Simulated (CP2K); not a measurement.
Runs of CP2K 2026.2 on MoS2. The cell holds a slab with vacuum, 6 atoms: a = 3.185 Å, b = 3.185 Å, c = 21.671 Å, α = 90.00°, β = 90.00°, γ = 120.00°. 

| potentials or basis | ADDED_MOS | gap on the mesh (eV) | largest force (eV/Å) |
| --- | --- | --- | --- |
| POTENTIAL_UZH Mo GTH-PBE-q14, S GTH-PBE-q6; DZVP-MOLOPT-PBE-GTH basis | [24] | 1.38 | (b) |
| GTH_POTENTIALS Mo GTH-PBE-q14, S GTH-PBE-q6; DZVP-MOLOPT-SR-GTH basis | [24] | (c) | 0.32 |
| GTH_POTENTIALS Mo GTH-PBE-q14, S GTH-PBE-q6; SZV-MOLOPT-SR-GTH basis | [10] | 0.83 | 0.45 |
| POTENTIAL_UZH Mo GTH-PBE-q14, S GTH-PBE-q6; TZVP-MOLOPT-PBE-GTH basis | [24] | 1.38 | 0.43 |
| POTENTIAL_UZH Mo GTH-PBE-q14, S GTH-PBE-q6; ccGRB-D basis | [24] | 1.33 | 0.72 |
| POTENTIAL_UZH Mo GTH-PBE-q14, S GTH-PBE-q6; TZV2P-MOLOPT-PBE-GTH basis | [24] | (a) | 0.32 |
| GTH_POTENTIALS Mo GTH-PBE-q14, S GTH-PBE-q6; TZVP-MOLOPT-SR-GTH, TZVP-MOLOPT-GTH basis | [24] | 1.38 | 0.31 |

Alike in all rows: task single point; level PBE; no spin polarisation; cell as given; k mesh 10 × 10 × 2; smearing fermi-dirac 0.05 eV.

Q: Estimate the missing entries.

A: (a) 1.40; (b) 0.48; (c) 1.36.

Caveats: the basis of atomic orbitals isn't converged, which shifts pressures, moduli and gaps; a minimal basis gives rough bond lengths, pressures and levels (some runs).

A k mesh can miss the band edges, and the runs leave out spin-orbit coupling on Mo.
